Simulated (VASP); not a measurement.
Wanted: the native input for a VASP 6.6.1 run.

* Task: electron localisation function
* Functional: PBEsol
* Potentials or basis: VASP PAW PBE potentials, release 64 (Sn_d, O)
* Cutoff: 520 eV
* k mesh: 9 × 9 × 9
* Occupations: gaussian, width 0.02 eV
* Spin: no spin polarisation
* Further INCAR settings: ALGO = Fast; EDIFF = 1e-06

The structure of SnO lies in POSCAR:

```
SnO
1.0
    3.1319300000      0.0000000000      0.0000000000
    0.0000000000      3.1319300000      0.0000000000
    0.0000000000      0.0000000000      3.1319300000
Sn O
1 1
Direct
    0.0000000000      0.0000000000      0.0000000000
    0.5000000000      0.5000000000      0.5000000000
```

The cell was built by a generator and needn't be a form met in nature.

The input as run:

INCAR

```
  PREC = Accurate
  ENCUT = 520
  EDIFF = 1E-6
  ISMEAR = 0
  SIGMA = 0.02
  LREAL = F
  LASPH = T
  NELM = 60
  ALGO = Fast
  ISIF = 2
  LWAVE = F
  LCHARG = T
  GGA = PS
  LELF = T
```

KPOINTS

```
regular mesh
0
Gamma
  9 9 9
```

Potentials or basis: VASP PAW PBE potentials, release 64 (Sn_d, O).

Launch:

```sh
$ cat potpaw_PBE.64/Sn_d/POTCAR potpaw_PBE.64/O/POTCAR > POTCAR
$ mpirun -np 1 vasp_std > vasp.out
```

Results of the run:

* Pressure: -5.0 GPa
* Band gap on the k mesh: 0.42 eV, indirect (least direct gap 0.91 eV)

Caveat: the PAW data sets were made with another functional, which shifts forces and pressure a little; spin-orbit coupling is left out, which moves the levels of the heavy elements; an odd mesh through Γ misses points on the zone boundary, where band edges often lie.

It took 9.3 s on 1 thread of Intel(R) Xeon(R) 6975P-C (Granite Rapids), with other jobs on the host, peak memory 0.13 GiB.
